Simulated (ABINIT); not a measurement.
Crystal: Mo.

```
Mo
1.0
    -1.58381    1.58381    1.58381
     1.58381   -1.58381    1.58381
     1.58381    1.58381   -1.58381
Mo
1
Direct
  0.00000 0.00000 0.00000
```

Base run:

| Quantity | Value |
| --- | --- |
| Program | ABINIT 10.8.3 (patched build) |
| Functional | SOGGA |
| Potentials or basis | JTH PAW PBE v2.0 |
| Cutoff | 408 eV |
| k mesh | 12 × 12 × 12 |
| Occupations | fermi-dirac, width 0.05 eV |
| Spin | spin-orbit coupling, no magnetisation |

Its results: band gap on the k mesh none (metal or under the smearing width); pressure -11.0 GPa.

After a change of settings the same cell gave: band gap on the k mesh none (metal or under the smearing width); pressure -10.3 GPa. Which change was it?
A. functional from SOGGA to BLYP; spin from spin-orbit coupling, no magnetisation to no spin polarisation
B. functional from SOGGA to AM05
C. functional from SOGGA to revPBE; spin from spin-orbit coupling, no magnetisation to no spin polarisation
D. functional from SOGGA to PW91

B.

Caveats: the PAW data sets were made with another functional, which shifts forces and pressure a little.

Runs at the PBE level aren't shown here.
